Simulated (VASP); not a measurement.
**TePb: relaxation of cell and atoms with PBE**

TePb:

```xyz
2
Lattice="0.0000 3.2310 3.2310 3.2310 0.0000 3.2310 3.2310 3.2310 0.0000" Properties=species:S:1:pos:R:3 pbc="T T T"
Te    3.2310    3.2310    3.2310
Pb    0.0000    0.0000    0.0000
```

```
Program                : VASP 6.6.1
Task                   : relaxation of cell and atoms
Functional             : PBE
Potentials or basis    : VASP PAW PBE potentials, release 64 (Te, Pb)
Cutoff                 : 300 eV
k mesh                 : 4 × 4 × 4
Occupations            : gaussian, width 0.03 eV
Spin                   : no spin polarisation
Further INCAR settings : ALGO = Normal; EDIFF = 1e-06; IBRION = 2; EDIFFG = -0.01; NSW = 90; ISIF = 3
```

```
Relaxed volume                         : 35.29 Å³/atom
Relaxed cell                           : a = 4.639 Å, b = 4.639 Å, c = 4.639 Å, α = 60.00°, β = 60.00°, γ = 60.00°
Space group after relaxing (to 0.05 Å) : Fm-3m (No. 225)
Energy gained by relaxing              : 9.4 meV/atom
Ionic steps                            : 3
Pressure after relaxing                : 0.0 GPa
Band gap on the k mesh                 : 0.82 eV, direct
```

Step by step:
```csv
step,energy change (eV),largest force (eV/Å),pressure (GPa),volume (Å³)
1,0.0000,0.0000,2.01,67.46
2,-0.0168,0.0000,-0.59,71.68
3,-0.0188,0.0000,-0.01,70.58
```

Final structure:
```xyz
2
Lattice="0.0000 3.2801 3.2801 3.2801 0.0000 3.2801 3.2801 3.2801 0.0000" Properties=species:S:1:pos:R:3 pbc="T T T"
Te    3.2801    3.2801    3.2801
Pb    0.0000    0.0000    0.0000
```

Levels at points of the mesh, in eV from the valence-band top:
```tsv
k point	band 2	band 3	band 4	band 5	band 6	band 7	band 8	band 9
(0.00, 0.00, 0.00)	-5.70	-1.17	-1.17	-1.17	4.03	4.03	4.03	5.89
(0.50, 0.00, 0.00)	-8.36	-0.75	-0.75	0.00	0.82	1.39	1.39	8.30
(0.50, 0.50, 0.00)	-7.23	-4.14	-2.53	-2.53	3.49	5.32	5.32	6.46
```

Run time: 6.7 s on 1 thread of Intel(R) Xeon(R) 6975P-C (Granite Rapids), on a shared host, peak memory 0.16 GiB.

Caveat: the k mesh is coarse (spacing up to 0.42 Å⁻¹), so the values aren't converged; spin-orbit coupling is left out, which as a rule narrows the gap of such compounds by several tenths of an eV. Zero-point motion and thermal expansion aren't in these numbers.
